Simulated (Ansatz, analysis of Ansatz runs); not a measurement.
## Migration in LaOF (R-3m): Cu_i hop between interstitial places, charge +1

Wanted: path and barrier of a jump of Cu in LaOF (R-3m) at charge +1. The case: Cu_i hop between interstitial places, in a cell of 36 host atoms with 1 Cu put in.

Program: Ansatz 0.2.0. Level of theory: plane-wave PAW DFT, PBEsol; nudged elastic band between two relaxed defect structures at fixed charge in a uniform background. Results are calculated unless marked as measured.

This is a report of a sequence of runs, with most program output left out.

**1. The starting structure**

The cell holds 37 atoms: 12 La, 12 O, 12 F and 1 Cu. Cell: a = 8.026 Å, b = 12.040 Å, c = 7.079 Å, α = 73.5°, β = 73.5°, γ = 60.0°. It derives from LaOF (space group R-3m). Nearest the centre at fractional (0.125, 0.750, 0.750): O15 at 1.41 Å, F17 at 1.48 Å, La8 at 2.01 Å, La32 at 2.01 Å, Cu37 at 2.03 Å, F12 at 3.15 Å, F36 at 3.15 Å, O9 at 3.17 Å. The cell carries charge +1.

The cell's shortest repeat is 7.1 Å.

**2. Relaxation of the start point, charge +1**

A barrier is counted from a minimum, so both ends are relaxed first. Small random displacements break the symmetry of the ideal sites, so that the defect can distort if it gains by it. The charge of +1 is set by the electron count, and a uniform background keeps the cell neutral.

Contents of qp1.start/input.yaml:

```yaml
crystal:
  lattice:
    - [-4.01323028, 6.95111875, 0.0]
    - [-12.03969085, 0.0, 0.0]
    - [-2.00661514, 1.15851979, 6.68937332]
  atoms:
    - { symbol: La, position: [0.12912111, 0.08608074, 0.22527337] }
    - { symbol: La, position: [0.37087889, 0.2472526, 0.77472663] }
    - { symbol: O, position: [0.1884472, 0.12563147, 0.86931681] }
    - { symbol: O, position: [0.3115528, 0.20770187, 0.13068319] }
    - { symbol: F, position: [0.06449263, 0.04299509, 0.6130442] }
    - { symbol: F, position: [0.43550737, 0.29033824, 0.3869558] }
    - { symbol: La, position: [0.12912111, 0.41941407, 0.22527337] }
    - { symbol: La, position: [0.37087889, 0.58058593, 0.77472663] }
[... 25 atom lines left out ...]
    - { symbol: O, position: [0.8115528, 0.87436853, 0.13068319] }
    - { symbol: F, position: [0.56449263, 0.70966176, 0.6130442] }
    - { symbol: F, position: [0.93550737, 0.95700491, 0.3869558] }
    - { symbol: Cu, position: [1.0, 0.666667, 0.0] }
total_charge: 1
basis:
  ecutwfc: 420
  xc_grid: 2
hamiltonian:
  xc: pbesol
kpoints:
  mp_grid: { grid: [1, 1, 1], shift: [0.25, 0.25, 0.25] }
scf:
  occupations: { method: fixed }
  max_iter: 120
output:
  forces: true
relax:
  f_tol: 0.02
  max_steps: 70
  random_displacement: { amplitude: 0.03, seed: 2314 }
```

Run with:

```bash
ansatz run input.yaml --threads 4 --pin off --max-ram 7536MiB --backend cpu --events-out ev --progress --plain --runs-dir out
```

Run time: 51 s. Hardware: 4 threads of Intel Xeon Platinum 8259CL at 2.50GHz (Skylake/Cascade Lake), shared host; peak memory 1 GiB; 2.9 min of CPU time.

Relaxation path:

```csv
step,energy less that of the first step (eV),largest force component (eV/Å)
1,0.0000,1.9679
2,-0.2458,1.6188
3,-0.7783,0.3123
4,-0.8334,0.1886
5,-0.8508,0.0918
6,-0.8585,0.0378
7,-0.8598,0.0167
```

The atoms that moved most (Å, from the sites as typed, ahead of the random displacement, the mean shift of all atoms taken out):

```csv
atom,dx,dy,dz,length
Cu37,0.000,0.310,-0.063,0.317
La8,0.008,0.137,-0.123,0.185
O15,0.150,-0.074,0.018,0.169
O9,-0.139,-0.057,0.024,0.152
La7,0.065,0.026,0.104,0.125
La13,-0.065,0.014,0.087,0.110
La32,-0.032,-0.065,-0.043,0.085
O28,-0.054,0.029,-0.005,0.061
```

The relaxed structure:

```xyz
37
Lattice="-4.0132 6.9511 0.0000 -12.0397 0.0000 0.0000 -2.0066 1.1585 6.6894" Properties=species:S:1:pos:R:3 pbc="T T T"
La   -2.0152    1.1416    1.5045
La   -6.0353    3.4597    5.1967
O    -4.0122    2.3170    5.8205
O    -4.0278    2.3009    0.8664
F    -1.9949    1.1654    4.1224
F    -6.0232    3.4879    2.5926
La   -5.9590    1.1833    1.6086
La  -10.0292    3.6121    5.0570
O    -8.1696    2.2592    5.8363
O    -8.0323    2.2683    0.8886
F    -6.0213    1.1761    4.1336
F   -10.0347    3.5043    2.5671
La  -10.1025    1.1718    1.5916
La  -14.0446    3.4513    5.1843
O   -11.8934    2.2420    5.8304
O   -12.0400    2.2937    0.8563
F   -10.0500    1.1450    4.0428
F   -14.0571    3.4535    2.5795
La   -4.0083    4.6253    1.5087
La   -8.0047    6.9658    5.1926
O    -6.0205    5.7639    5.8243
O    -6.0267    5.7789    0.8687
F    -4.0158    4.5783    4.1147
F    -8.0183    6.9290    2.5979
La   -8.0246    4.6260    1.4874
La  -12.0346    6.9211    5.1328
O   -10.0329    5.8132    5.8072
O   -10.0912    5.8206    0.8666
F    -8.0044    4.6385    4.0910
F   -12.0291    6.9338    2.6179
La  -12.0593    4.6056    1.5096
La  -16.0888    6.8850    5.1364
O   -14.0515    5.7831    5.7977
O   -14.0138    5.8105    0.8717
F   -12.0685    4.6085    4.0913
F   -16.0864    6.9142    2.5845
Cu  -12.0436    7.2607   -0.0656
```

Neighbours of Cu37 at the end:

```csv
atom,distance (Å)
O15,2.162
O9,2.175
O10,2.179
O28,2.599
F17,2.601
O34,2.620
La8,2.655
F30,2.703
O33,2.763
```

This step gave:

```
free energy                                                                                       : -96942.9324 eV
r.m.s. move of the farther half of the atoms                                                      : 0.04025 Å
largest move from the ideal geometry of this structure, a common shift of the far atoms taken out : 0.3274 Å
```

The relaxation gained 0.860 eV and ended with a largest force component of 0.017 eV/Å.

**3. Relaxation of the end point, charge +1**

The end point is relaxed in the same cell and settings, so that the two energies compare. Atoms more than 3.2 Å from the middle of the hop start where the first relaxation left them, the nearer ones on or close to their ideal places, with small random displacements.

Contents of qp1.end/input.yaml:

```yaml
crystal:
  lattice:
    - [-4.01323028, 6.95111875, 0.0]
    - [-12.03969085, 0.0, 0.0]
    - [-2.00661514, 1.15851979, 6.68937332]
  atoms:
    - { symbol: La, position: [0.12802204, 0.08735696, 0.22379659] }
    - { symbol: La, position: [0.36951291, 0.24877202, 0.7757481] }
[... 2 atom lines left out ...]
    - { symbol: F, position: [0.06449263, 0.04299509, 0.6130442] }
[... 2 atom lines left out ...]
    - { symbol: La, position: [0.37087889, 0.58058593, 0.77472663] }
    - { symbol: O, position: [0.1884472, 0.4589648, 0.86931681] }
[... 2 atom lines left out ...]
    - { symbol: F, position: [0.43550737, 0.62367158, 0.3869558] }
[... 2 atom lines left out ...]
    - { symbol: O, position: [0.1884472, 0.79229813, 0.86931681] }
[... 1 atom line left out ...]
    - { symbol: F, position: [0.06449263, 0.70966176, 0.6130442] }
[... 14 atom lines left out ...]
    - { symbol: La, position: [0.87087889, 0.91391926, 0.77472663] }
    - { symbol: O, position: [0.6884472, 0.79229813, 0.86931681] }
    - { symbol: O, position: [0.815467, 0.87056069, 0.12919307] }
    - { symbol: F, position: [0.56449263, 0.70966176, 0.6130442] }
    - { symbol: F, position: [0.93550737, 0.95700491, 0.3869558] }
    - { symbol: Cu, position: [1.25, 0.8333, -0.5] }
total_charge: 1
basis:
  ecutwfc: 420
  xc_grid: 2
hamiltonian:
  xc: pbesol
kpoints:
  mp_grid: { grid: [1, 1, 1], shift: [0.25, 0.25, 0.25] }
scf:
  occupations: { method: fixed }
  max_iter: 120
output:
  forces: true
relax:
  f_tol: 0.02
  max_steps: 70
  random_displacement: { amplitude: 0.01, seed: 2314 }
```

Wall time 63 s (4 threads); peak memory 1 GiB; 3.6 min of CPU time.

Relaxation path:

```csv
step,energy less that of the first step (eV),largest force component (eV/Å)
1,0.0000,2.6640
2,-0.9349,1.2456
3,-1.2668,0.4438
4,-1.3525,0.3668
5,-1.4602,0.2399
6,-1.4788,0.3145
7,-1.5181,0.2722
8,-1.5525,0.0389
9,-1.5525,0.0402
10,-1.5537,0.0059
```

The atoms that moved most (Å, from the sites as typed, ahead of the random displacement):

```csv
atom,dx,dy,dz,length
O16,0.014,0.007,0.521,0.522
O15,-0.017,0.007,-0.497,0.497
La13,0.150,-0.056,-0.032,0.163
F18,-0.080,0.093,0.083,0.148
F17,0.089,-0.080,-0.066,0.136
La31,0.036,0.121,0.025,0.129
F36,0.002,-0.116,0.036,0.122
F35,-0.003,0.115,-0.036,0.120
```

Neighbours of Cu37 at the end:

```csv
atom,distance (Å)
O16,1.974
O15,1.974
F18,2.530
F17,2.530
F12,2.531
F5,2.531
F35,2.537
F36,2.537
```

Numbers from this step:

```yaml
free_energy: -96943.1743 eV
r_m_s_move_of_the_farther_half_of_the_atoms: 0.1231 Å
largest_move_from_the_ideal_geometry_of_this_structure_a_common_shift_of_the_far_atoms_taken_out: 0.4969 Å
```

The relaxation gained 1.554 eV and ended with a largest force component of 0.0059 eV/Å. The end lies 0.242 eV below the start.

**4. Nudged elastic band, charge +1**

3 movable images are laid between the ends on straight lines. Each image feels the true force across the path and a spring force along it. The highest image is set to climb to the top of the path.

This step: plane-wave PAW DFT, PBEsol; nudged elastic band between two relaxed defect structures at fixed charge in a uniform background.

Contents of qp1.neb/input.yaml:

```yaml
crystal:
  lattice:
    - [-4.01323028, 6.95111875, 0.0]
    - [-12.03969085, 0.0, 0.0]
    - [-2.00661514, 1.15851979, 6.68937332]
  atoms:
    - { symbol: La, position: [0.12674733, 0.08764671, 0.22491334] }
    - { symbol: La, position: [0.36823819, 0.24906178, 0.77686484] }
    - { symbol: O, position: [0.18830835, 0.1254596, 0.87011377] }
    - { symbol: O, position: [0.30942425, 0.20981731, 0.12951833] }
    - { symbol: F, position: [0.06494428, 0.04133948, 0.61625523] }
    - { symbol: F, position: [0.43717847, 0.28996072, 0.38756837] }
    - { symbol: La, position: [0.13014923, 0.41148618, 0.24047665] }
    - { symbol: La, position: [0.39365289, 0.57579526, 0.75596902] }
    - { symbol: O, position: [0.17959504, 0.47328133, 0.87247827] }
    - { symbol: O, position: [0.30418458, 0.54361699, 0.13283723] }
    - { symbol: F, position: [0.06620198, 0.37506115, 0.61793232] }
    - { symbol: F, position: [0.44017529, 0.62278731, 0.3837571] }
    - { symbol: La, position: [0.12892575, 0.75647285, 0.23792709] }
    - { symbol: La, position: [0.36734259, 0.91491126, 0.77500698] }
    - { symbol: O, position: [0.1772712, 0.78349359, 0.87159869] }
    - { symbol: O, position: [0.30863576, 0.87581589, 0.12800557] }
    - { symbol: F, position: [0.06399108, 0.71268302, 0.60435856] }
    - { symbol: F, position: [0.43255099, 0.95911322, 0.38561535] }
    - { symbol: La, position: [0.62781433, 0.08606, 0.22553196] }
    - { symbol: La, position: [0.87274511, 0.24456751, 0.77624366] }
    - { symbol: O, position: [0.6840853, 0.12691482, 0.87067457] }
    - { symbol: O, position: [0.80972455, 0.20901724, 0.12986623] }
    - { symbol: F, position: [0.55613041, 0.04565379, 0.61511266] }
    - { symbol: F, position: [0.93208345, 0.29056551, 0.38836477] }
    - { symbol: La, position: [0.62844729, 0.41997571, 0.22234655] }
    - { symbol: La, position: [0.86780043, 0.58242186, 0.76730804] }
    - { symbol: O, position: [0.69160444, 0.45809961, 0.86812148] }
    - { symbol: O, position: [0.81576913, 0.54464896, 0.12955529] }
    - { symbol: F, position: [0.56536953, 0.37445118, 0.61157127] }
    - { symbol: F, position: [0.93228022, 0.62313629, 0.39135301] }
    - { symbol: La, position: [0.62496405, 0.75569261, 0.22567196] }
    - { symbol: La, position: [0.86251362, 0.92083718, 0.76784693] }
    - { symbol: O, position: [0.6875116, 0.79347284, 0.86670436] }
    - { symbol: O, position: [0.81419228, 0.87085045, 0.13030981] }
    - { symbol: F, position: [0.56104945, 0.71344215, 0.61161577] }
    - { symbol: F, position: [0.93030126, 0.96162129, 0.38635596] }
    - { symbol: Cu, position: [1.04617748, 0.65323043, -0.00980727] }
total_charge: 1
basis:
  ecutwfc: 420
  xc_grid: 2
hamiltonian:
  xc: pbesol
kpoints:
  mp_grid: { grid: [1, 1, 1], shift: [0.25, 0.25, 0.25] }
scf:
  occupations: { method: fixed }
  max_iter: 120
output:
  forces: true
neb:
  images: 3
  f_tol: 0.05
  climbing: true
  initial_path: linear
  max_iterations: 45
  order_check: false
  final_atoms:
    - { symbol: La, position: [0.11945629, 0.09614532, 0.22567766] }
    - { symbol: La, position: [0.36863757, 0.24856887, 0.77115394] }
[... 2 atom lines left out ...]
    - { symbol: F, position: [0.05755506, 0.05412809, 0.60431249] }
[... 2 atom lines left out ...]
    - { symbol: La, position: [0.37956067, 0.57107841, 0.76626553] }
    - { symbol: O, position: [0.18943937, 0.45801489, 0.86509504] }
[... 2 atom lines left out ...]
    - { symbol: F, position: [0.44150333, 0.61309477, 0.387614] }
[... 2 atom lines left out ...]
    - { symbol: O, position: [0.2014949, 0.80173858, 0.79105939] }
[... 1 atom line left out ...]
    - { symbol: F, position: [0.05430805, 0.70736073, 0.59918047] }
[... 14 atom lines left out ...]
    - { symbol: La, position: [0.85637411, 0.92081622, 0.76768447] }
    - { symbol: O, position: [0.67551591, 0.79702838, 0.87162419] }
    - { symbol: O, position: [0.82353361, 0.87018183, 0.12031033] }
    - { symbol: F, position: [0.58149971, 0.70521068, 0.60364383] }
    - { symbol: F, position: [0.91750614, 0.96201887, 0.38829813] }
    - { symbol: Cu, position: [1.24954354, 0.83360658, -0.50406956] }
```

Wall time 6.3 min (4 threads); peak memory 1.8 GiB; 18 min of CPU time.

Images along the path:

```csv
image,path (Å),energy (eV),"Cu37: x, y, z (Å)"
0,0.000,0.0000,"-12.044, 7.261, -0.066"
1,1.040,0.6034,"-12.207, 7.103, -0.828"
2,2.080,1.6941,"-12.601, 7.288, -1.649"
3,3.513,0.7859,"-13.344, 7.744, -2.724"
4,4.946,-0.2419,"-14.040, 8.102, -3.372"
```

Numbers from this step:

```yaml
free_energy: -96941.2383 eV
barrier_forward: 1.694 eV
barrier_backward: 1.936 eV
end_less_start: -0.2419 eV
hop_length: 3.953 Å
```

Track of the atom that was set to move:

```csv
image,x (Å),y (Å),z (Å),nearest neighbour,distance (Å)
0,-12.04,7.261,-0.066,O,2.162
1,-12.21,7.103,-0.828,O,1.961
2,-12.6,7.288,-1.649,F,1.786
3,-13.34,7.744,-2.724,O,1.857
4,-14.04,8.102,-3.372,O,1.974
```

The band met its tolerance of 0.05 eV/Å after 12 iterations, with image 2 on top (the start counts as 0). Cu37, which moves farthest between the ends, has 3 O at 2.16 Å nearest at the start and 1 F at 1.79 Å and 1 O at 1.79 Å at the top. In at least one step between neighbouring images a covalent bond changes partner or an atom goes far. The images sample such a step coarsely, so the top may lie higher.

[end of part 1 of 2]

[Logs are printed without paths, hosts, clocks, repeated set-up lines and the standing remarks that a program may print on its own settings, such as how far it seeks lower states.]

[Hosts, paths, dates, database ids (printed as entryN), source tags and the programs' standing remarks are cut or masked in the printed files.]
